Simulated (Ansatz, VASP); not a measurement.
**One calculation of Fe, two programs**

Contents of INCAR:

```
  ALGO = Normal
  EDIFF = 1E-7
  ENCUT = 520
  GGA = CA
  ISIF = 2
  ISMEAR = -1
  ISPIN = 2
  LASPH = T
  LCHARG = F
  LMAXMIX = 4
  LORBIT = 11
  LREAL = F
  LWAVE = F
  MAGMOM = 1.988
  NBANDS = 14
  NELM = 150
  PREC = Accurate
  SIGMA = 0.2
```

KPOINTS

```
k-points
0
Gamma
  16 16 16
```

File POSCAR:

```
Fe
1.0
   -1.3745984210      1.3745984210      1.3745984210
    1.3745984210     -1.3745984210      1.3745984210
    1.3745984210      1.3745984210     -1.3745984210
Fe
1
Direct
    0.0000000000      0.0000000000      0.0000000000
```

Input for Ansatz:

```yaml
crystal:
  lattice:
    - [-1.374598421, 1.374598421, 1.374598421]
    - [1.374598421, -1.374598421, 1.374598421]
    - [1.374598421, 1.374598421, -1.374598421]
  atoms:
    - { symbol: Fe, position: [0.0, 0.0, 0.0], spin: 1.988 }
hamiltonian:
  xc: lda
  pseudopotentials:
    kind: paw
    azcp:
      Fe: "pseudopotentials/Fe.paw.azcp"
basis:
  ecutwfc: 420
  fft_grid_basis: typed
kpoints:
  mp_grid: { grid: [16, 16, 16], shift: [0, 0, 0] }
magnetization:
  spin_polarized: true
scf:
  occupations: { method: fermi_dirac, width: 0.2 }
  lower_state_search: "off"
output:
  stress: true
```

Alike in both runs: task single point; functional LDA; k mesh 16 × 16 × 16; occupations fermi-dirac, width 0.2 eV; collinear spin.

|  | VASP | Ansatz |
| --- | --- | --- |
| version | VASP 6.6.1 | Ansatz 0.2.0 |
| potentials or method | VASP PAW LDA potentials, release 64 (Fe) | plane waves (420 eV) with PAW, scalar-relativistic |
| plane-wave cutoff (eV) | 520 | 420 |
| valence electrons in the cell | 8 | 16 |

|  | VASP | Ansatz | Ansatz less VASP |
| --- | --- | --- | --- |
| pressure (GPa) | -1.3 | -0.1 | +1.21 |
| net moment per atom (μB) | 1.83 | 1.89 | +0.060 |
| size of the moment on the site where the two differ most (μB) | 1.80 | 1.89 | +0.091 |

Site moments also hang on the region over which each program counts them. The two sets of potentials don't hold the same shells in valence. Ansatz warned: «pseudo_functional_mismatch».
